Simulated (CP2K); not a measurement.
The system is Ti.

```xyz
3
Lattice="4.5674 0.0000 0.0000 -2.2837 3.9555 0.0000 0.0000 0.0000 2.8262" Properties=species:S:1:pos:R:3 pbc="T T T"
Ti    2.2837    1.3185    1.4131
Ti    0.0000    2.6370    1.4131
Ti    0.0000    0.0000    0.0000
```

This isn't the form of Ti at room conditions, which is hcp.

Base run:

```yaml
Program: CP2K 2026.2
Functional: PBE
Potentials_or_basis: POTENTIAL_UZH Ti GTH-PBE-q12; DZVP-MOLOPT-PBE-GTH basis
Density_cutoff: 6123 eV
k_mesh: 7 × 7 × 9
Occupations: fermi-dirac, width 0.05 eV
Spin: no spin polarisation
```

Its results: band gap on the k mesh none (metal or under the smearing width); pressure 0.9 GPa.

Problem. The run is repeated on the same cell with these changes: potentials or basis from POTENTIAL_UZH Ti GTH-PBE-q12; DZVP-MOLOPT-PBE-GTH basis to POTENTIAL_UZH Ti GTH-PBE-q12; ccGRB-D basis; basis sets from Ti DZVP-MOLOPT-PBE-GTH-q12 to Ti ccGRB-D-q12. What comes out?

Solution. Band gap on the k mesh none (metal or under the smearing width); pressure -0.4 GPa.

Caveats: the basis of atomic orbitals isn't converged, which shifts pressures, moduli and gaps.
